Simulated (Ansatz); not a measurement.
Phase order of Ge along its cold isotherm

All-electron LAPW in Ansatz 0.2.0 under PBE, scalar-relativistic, energies extrapolated to zero smearing. Each structure type was compressed from its own relaxed volume, symmetry kept and shape relaxed on PAW files, and E(V) was fitted to energies and pressures; H = E + pV has no temperature or zero-point term. Only these types were tried: hcp (P6_3/mmc, 14×14×8 mesh, 19.37 Å³/atom at rest); diamond (Fd-3m, 11×11×11 mesh, 23.92 Å³/atom at rest); simple hexagonal (P6/mmm, 17×17×15 mesh, 19.39 Å³/atom at rest); bcc (Im-3m, 16×16×16 mesh, 19.36 Å³/atom at rest); beta tin (I4_1/amd, 17×17×17 mesh, 19.31 Å³/atom at rest); sc (Pm-3m, 15×15×15 mesh, 19.91 Å³/atom at rest); omega (P6/mmm, 8×8×10 mesh, 19.44 Å³/atom at rest). Spin polarisation is left out. Spin–orbit coupling is left out; Fermi–Dirac smearing is 0.05 to 0.1 eV. Enthalpies carry a few meV/atom of noise from meshes and fits.

(1) Which type is lowest at zero pressure, and what follows up to 280 GPa?

## Answers

(1) Among the types tried, diamond is lowest at zero pressure; beta tin takes over from diamond near 8.8 GPa, with a volume step of -18.3 %; bcc takes over from beta tin near 82 GPa, with a volume step of -2.1 %; hcp takes over from bcc near 130 GPa, with a volume step of -0.4 %. Enthalpies against diamond:

```json
{"p (GPa)": "0", "hcp (meV/atom)": "323", "diamond (meV/atom)": "0", "simple hexagonal (meV/atom)": "244", "bcc (meV/atom)": "341", "beta tin (meV/atom)": "228", "sc (meV/atom)": "249", "omega (meV/atom)": "321"}
{"p (GPa)": "8.4", "hcp (meV/atom)": "102", "diamond (meV/atom)": "0", "simple hexagonal (meV/atom)": "26", "bcc (meV/atom)": "118", "beta tin (meV/atom)": "7", "sc (meV/atom)": "56", "omega (meV/atom)": "104"}
{"p (GPa)": "22", "hcp (meV/atom)": "-212", "diamond (meV/atom)": "0", "simple hexagonal (meV/atom)": "-281", "bcc (meV/atom)": "-205", "beta tin (meV/atom)": "-301", "sc (meV/atom)": "-212", "omega (meV/atom)": "-207"}
{"p (GPa)": "42", "hcp (meV/atom)": "-628", "diamond (meV/atom)": "0", "simple hexagonal (meV/atom)": "-681", "bcc (meV/atom)": "-632", "beta tin (meV/atom)": "-697", "sc (meV/atom)": "-553", "omega (meV/atom)": "-618"}
{"p (GPa)": "84", "hcp (meV/atom)": "-1396", "diamond (meV/atom)": "0", "simple hexagonal (meV/atom)": "-1401", "bcc (meV/atom)": "-1404", "beta tin (meV/atom)": "-1401", "sc (meV/atom)": "-1152", "omega (meV/atom)": "-1368"}
{"p (GPa)": "140", "hcp (meV/atom)": "-2279", "diamond (meV/atom)": "0", "simple hexagonal (meV/atom)": "-2208", "bcc (meV/atom)": "-2276", "beta tin (meV/atom)": "-2181", "sc (meV/atom)": "-1813", "omega (meV/atom)": "-2222"}
{"p (GPa)": "210", "hcp (meV/atom)": "-3238", "diamond (meV/atom)": "0", "simple hexagonal (meV/atom)": "-3065", "bcc (meV/atom)": "-3213", "beta tin (meV/atom)": "-3009", "sc (meV/atom)": "-2514", "omega (meV/atom)": "-3142"}
{"p (GPa)": "270", "hcp (meV/atom)": "-3971", "diamond (meV/atom)": "0", "simple hexagonal (meV/atom)": "-3713", "bcc (meV/atom)": "-3929", "beta tin (meV/atom)": "-3634", "sc (meV/atom)": "-3045", "omega (meV/atom)": "-3841"}
```
